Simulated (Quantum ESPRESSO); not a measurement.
# CoPtO2 (R-3m) in Quantum ESPRESSO: reference runs

Aim: a first look at CoPtO2 with PBEsol, on the cell as given.

All numbers are computed with Quantum ESPRESSO 7.5; they aren't measurements. Logs are shortened: lines on timing, memory, paths and dates and some standing lists are left out, and cuts for length are marked.

### Step 1. The crystal as given

Symmetry: R-3m, No. 166, trigonal system. Conventional cell: a = 2.825 Å, b = 2.825 Å, c = 17.818 Å, α = 90.00°, β = 90.00°, γ = 120.00°. Pt (site symmetry -3m) is surrounded by 2 O at 2.00 Å. Around Co (site symmetry -3m) lie 6 O at 1.90 Å. O (site symmetry 3m) is surrounded by 3 Co at 1.90 Å and 1 Pt at 2.00 Å.

The cell is a database's computed one.

### Step 2. Single point, PBEsol, collinear spin, ferromagnetic start

Input file pw.in:

```
&CONTROL
  calculation = 'scf'
  prefix = 'pwscf'
  outdir = './tmp'
  pseudo_dir = './pseudo'
  tprnfor = .true.
  tstress = .true.
  disk_io = 'low'
/
&SYSTEM
  ibrav = 0
  celldm(1) = 8
  nat = 4
  ntyp = 3
  ecutwfc = 56
  ecutrho = 448
  nbnd = 34
  occupations = 'smearing'
  smearing = 'fd'
  degauss = 0.00367493
  nspin = 2
  starting_magnetization(1) = 0
  starting_magnetization(2) = 0.1176
  starting_magnetization(3) = 0
/
&ELECTRONS
  conv_thr = 8d-10
  electron_maxstep = 120
  mixing_beta = 0.3
/
ATOMIC_SPECIES
Pt   195.0840 pt_pbesol_v1.4.uspp.F.UPF
Co    58.9332 co_pbesol_v1.2.uspp.F.UPF
O     15.9990 o_pbesol_v1.2.uspp.F.UPF
CELL_PARAMETERS alat
  0.3336004197181   0.1926042921209   1.4029773455439
 -0.3336004197181   0.1926042921209   1.4029773455439
  0.0000000000000  -0.3852085842419   1.4029773455439
ATOMIC_POSITIONS crystal
Pt     0.0000000000    0.0000000000    0.0000000000
Co     0.5000000000    0.5000000000    0.5000000000
O      0.1122440300    0.1122440300    0.1122440300
O      0.8877559700    0.8877559700    0.8877559700
K_POINTS automatic
11 11 11 0 0 0
```

Input file pp_density.in:

```
&INPUTPP
  prefix = 'pwscf'
  outdir = './tmp'
  filplot = 'density.dat'
  plot_num = 0
/
&PLOT
  nfile = 1
  filepp(1) = 'density.dat'
  iflag = 3
  output_format = 6
  fileout = 'density.cube'
/
```

Input file pp_potential.in:

```
&INPUTPP
  prefix = 'pwscf'
  outdir = './tmp'
  filplot = 'potential.dat'
  plot_num = 11
/
&PLOT
  nfile = 1
  filepp(1) = 'potential.dat'
  iflag = 3
  output_format = 6
  fileout = 'potential.cube'
/
```

Input file pp_spin.in:

```
&INPUTPP
  prefix = 'pwscf'
  outdir = './tmp'
  filplot = 'spin.dat'
  plot_num = 6
/
&PLOT
  nfile = 1
  filepp(1) = 'spin.dat'
  iflag = 3
  output_format = 6
  fileout = 'spin.cube'
/
```

Potentials or basis: GBRV 1.5 PBEsol.

Launch:

```
> OMP_NUM_THREADS=1 mpirun -n 2 pw.x -nk 2 -in pw.in > pw.out
> OMP_NUM_THREADS=1 mpirun -n 1 pp.x -in pp_density.in > pp_density.out
> OMP_NUM_THREADS=1 mpirun -n 1 pp.x -in pp_potential.in > pp_potential.out
> OMP_NUM_THREADS=1 mpirun -n 1 pp.x -in pp_spin.in > pp_spin.out
```

pw.out:

```text
This program is part of the open-source Quantum ESPRESSO suite
     for quantum simulation of materials; please cite
[... 6 lines left out ...]
     using ibrav=0 with symmetry is DISCOURAGED, use correct ibrav instead

     K-points division:     npool     =       2
     Subspace diagonalization in iterative solution of the eigenvalue problem:
     a serial algorithm will be used

     G-vector sticks info
     --------------------
     sticks:   dense  smooth     PW     G-vecs:    dense   smooth      PW
     Sum        2141    1073    373                44229    15653    3139

     Using Slab Decomposition

     bravais-lattice index     =            0
     lattice parameter (alat)  =       8.0000  a.u.
     unit-cell volume          =     276.9264 (a.u.)^3
     number of atoms/cell      =            4
     number of atomic types    =            3
     number of electrons       =        45.00
     number of Kohn-Sham states=           34
     kinetic-energy cutoff     =      56.0000  Ry
     charge density cutoff     =     448.0000  Ry
     scf convergence threshold =      8.0E-10
     mixing beta               =       0.3000
     number of iterations used =            8  plain     mixing
     Exchange-correlation= SLA  PW   PSX  PSC
                           (   1   4  10   8   0   0   0)

     celldm(1)=   8.000000  celldm(2)=   0.000000  celldm(3)=   0.000000
     celldm(4)=   0.000000  celldm(5)=   0.000000  celldm(6)=   0.000000

     crystal axes: (cart. coord. in units of alat)
               a(1) = (   0.333600   0.192604   1.402977 )
               a(2) = (  -0.333600   0.192604   1.402977 )
               a(3) = (   0.000000  -0.385209   1.402977 )

     reciprocal axes: (cart. coord. in units 2 pi/alat)
               b(1) = (  1.498799  0.865332  0.237590 )
               b(2) = ( -1.498799  0.865332  0.237590 )
               b(3) = (  0.000000 -1.730664  0.237590 )

     PseudoPot. # 1 for Pt read from file:
     pt_pbesol_v1.4.uspp.F.UPF
     Pseudo is Ultrasoft + core correction, Zval = 16.0
     Generated by new atomic code, or converted to UPF format
     Using radial grid of  985 points,  6 beta functions with:
                l(1) =   0
                l(2) =   0
                l(3) =   1
                l(4) =   1
                l(5) =   2
                l(6) =   2
     Q(r) pseudized with  8 coefficients,  rinner =    1.300   1.300   1.300
                                                       1.300   1.300

     PseudoPot. # 2 for Co read from file:
     co_pbesol_v1.2.uspp.F.UPF
     Pseudo is Ultrasoft + core correction, Zval = 17.0
     Generated by new atomic code, or converted to UPF format
     Using radial grid of  863 points,  6 beta functions with:
                l(1) =   0
                l(2) =   0
                l(3) =   1
                l(4) =   1
                l(5) =   2
                l(6) =   2
     Q(r) pseudized with  8 coefficients,  rinner =    1.200   1.200   1.200
                                                       1.200   1.200

     PseudoPot. # 3 for O  read from file:
     o_pbesol_v1.2.uspp.F.UPF
     Pseudo is Ultrasoft + core correction, Zval =  6.0
     Generated by new atomic code, or converted to UPF format
     Using radial grid of  737 points,  5 beta functions with:
                l(1) =   0
                l(2) =   0
                l(3) =   1
                l(4) =   1
                l(5) =   2
     Q(r) pseudized with  8 coefficients,  rinner =    0.900   0.900   0.900
                                                       0.900   0.900

     atomic species   valence    mass     pseudopotential
     Pt               16.00   195.08400     Pt( 1.00)
     Co               17.00    58.93320     Co( 1.00)
     O                 6.00    15.99900     O ( 1.00)

     Starting magnetic structure
     atomic species   magnetization
     Pt              0.000
     Co              0.118
     O               0.000

     12 Sym. Ops., with inversion, found

   Cartesian axes

     site n.     atom                  positions (alat units)
         1        Pt     tau(   1) = (   0.0000000   0.0000000   0.0000000  )
         2        Co     tau(   2) = (   0.0000000  -0.0000000   2.1044660  )
         3        O      tau(   3) = (   0.0000000  -0.0000000   0.4724275  )
         4        O      tau(   4) = (  -0.0000000  -0.0000000   3.7365045  )

     number of k points=   146  Fermi-Dirac smearing, width (Ry)=  0.0037

     Number of k-points >= 100: set verbosity='high' to print them.

     Dense  grid:    44229 G-vectors     FFT dimensions: (  80,  80,  80)

     Smooth grid:    15653 G-vectors     FFT dimensions: (  60,  60,  60)

     Check: negative core charge=   -0.000012
     Generating pointlists ...
     new r_m :   0.1949 (alat units)  1.5590 (a.u.) for type    1
     new r_m :   0.1849 (alat units)  1.4790 (a.u.) for type    2
     new r_m :   0.1849 (alat units)  1.4790 (a.u.) for type    3

     Initial potential from superposition of free atoms

     starting charge      43.5000, renormalised to      45.0000

     negative rho (up, down):  9.414E-02 9.414E-02
     Starting wfcs are   33 randomized atomic wfcs +    1 random wfcs

     Self-consistent Calculation

     iteration #  1     ecut=    56.00 Ry     beta= 0.30
     Davidson diagonalization with overlap
     ethr =  1.00E-02,  avg # of iterations =  5.0

     negative rho (up, down):  8.887E-02 8.908E-02

     total energy              =    -571.95955026 Ry
     estimated scf accuracy    <       5.52968833 Ry

     total magnetization       =     1.14 Bohr mag/cell
     absolute magnetization    =     1.46 Bohr mag/cell

     iteration #  2     ecut=    56.00 Ry     beta= 0.30
     Davidson diagonalization with overlap
     ethr =  1.00E-02,  avg # of iterations =  2.1

     negative rho (up, down):  8.911E-02 8.929E-02
[... 157 lines left out ...]
     total energy              =    -573.26159631 Ry
     estimated scf accuracy    <          1.3E-09 Ry

     total magnetization       =    -0.00 Bohr mag/cell
     absolute magnetization    =     0.00 Bohr mag/cell

     iteration # 16     ecut=    56.00 Ry     beta= 0.30
     Davidson diagonalization with overlap
     ethr =  2.99E-12,  avg # of iterations =  2.3

     negative rho (up, down):  8.715E-02 8.715E-02

     Magnetic moment per site  (integrated on atomic sphere of radius R)
     atom   1 (R=0.195)  charge= 10.8767  magn=  0.0000
     atom   2 (R=0.185)  charge= 14.1045  magn= -0.0000
     atom   3 (R=0.185)  charge=  5.2491  magn= -0.0000
     atom   4 (R=0.185)  charge=  5.2491  magn= -0.0000

     End of self-consistent calculation

     Number of k-points >= 100: set verbosity='high' to print the bands.

     the Fermi energy is    16.1051 ev

!    total energy              =    -573.26159631 Ry
     estimated scf accuracy    <          1.5E-10 Ry
     smearing contrib. (-TS)   =      -0.00026582 Ry
     internal energy E=F+TS    =    -573.26133049 Ry

     The total energy is F=E-TS. E is the sum of the following terms:
     one-electron contribution =    -251.78145981 Ry
     hartree contribution      =     157.03484684 Ry
     xc contribution           =    -103.31450790 Ry
     ewald contribution        =    -375.20020961 Ry

     total magnetization       =     0.00 Bohr mag/cell
     absolute magnetization    =     0.00 Bohr mag/cell

     convergence has been achieved in  16 iterations

     negative rho (up, down):  8.715E-02 8.715E-02

     Forces acting on atoms (cartesian axes, Ry/au):

     atom    1 type  1   force =     0.00000000    0.00000000    0.00000000
     atom    2 type  2   force =     0.00000000    0.00000000    0.00000000
     atom    3 type  3   force =     0.00000000    0.00000000    0.00030434
     atom    4 type  3   force =    -0.00000000    0.00000000   -0.00030434

     Total force =     0.000430     Total SCF correction =     0.000024

     Computing stress (Cartesian axis) and pressure

     negative rho (up, down):  8.715E-02 8.715E-02
          total   stress  (Ry/bohr**3)                   (kbar)     P=      -48.25
  -0.00028254   0.00000000   0.00000000          -41.56        0.00        0.00
  -0.00000000  -0.00028254  -0.00000000           -0.00      -41.56       -0.00
  -0.00000000  -0.00000000  -0.00041897           -0.00       -0.00      -61.63

=------------------------------------------------------------------------------=
   JOB DONE.
=------------------------------------------------------------------------------=
```

Wall time 14 min (2 MPI ranks of Arm Neoverse V1, shared host); peak memory 0.76 GiB.

Results:

| Property | Result |
| --- | --- |
| Free energy | -7799.6214 eV |
| Pressure | -4.8 GPa |
| Largest force | 0.008 eV/Å |
| Band gap on the k mesh | none (metal or under the smearing width) |
| Net moment | 0.00 μB per cell |
| Absolute moment | 0.00 μB per cell |
| Valence electrons inside the program's atomic spheres | Pt 10.88; Co 14.10; O 5.25 |

Forces on the atoms (eV/Å):
```
Pt   0.000  0.000  0.000
Co   0.000  0.000  0.000
O    0.000  0.000  0.008
O    0.000  0.000 -0.008
```

Stress tensor (GPa, compression positive):
```
-4.16  0.00  0.00
 0.00 -4.16  0.00
 0.00  0.00 -6.16
```

Caveat: the starting moments collapsed, and a magnetic state may lie lower; semilocal functionals often make such compounds metallic where correlation or magnetic order opens a gap, which also shifts bond lengths. With open d or f shells a metallic result of PBEsol can be an artefact of self-interaction; +U or a hybrid may open a gap.
